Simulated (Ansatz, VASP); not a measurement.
**NaCl: VASP beside Ansatz**

```
Na Cl
1.0
     0.00000    2.89126    2.80270
     2.89126    0.00000    2.80270
     2.89126    2.89126    0.00000
Na Cl
1 1
Direct
  0.00000 0.00000 0.00000
  0.50000 0.50000 0.50000
```

Change from the starting cell: biaxial_xy strain +3.2%.

Alike in both runs: task single point; functional PBE; k mesh 8 × 8 × 8; occupations fermi-dirac, width 0.02 eV; no spin polarisation.

```csv
,VASP,Ansatz
version,VASP 6.6.1,Ansatz 0.2.0
potentials or method,"VASP PAW PBE potentials, release 64 (Na_pv, Cl)","plane waves, PAW"
plane-wave cutoff (eV),520,420
valence electrons in the cell,14,16
```

Ansatz gave:

* gap on the k mesh at the Fermi level (eV): 4.94
* pressure (GPa): -0.3
* largest component of the traceless stress (GPa): 0.72

Which values does VASP return?

gap on the k mesh at the Fermi level (eV): 4.93; pressure (GPa): -0.3; largest component of the traceless stress (GPa): 0.73.

The two sets of potentials don't hold the same shells in valence.

A k mesh can miss the band edges.
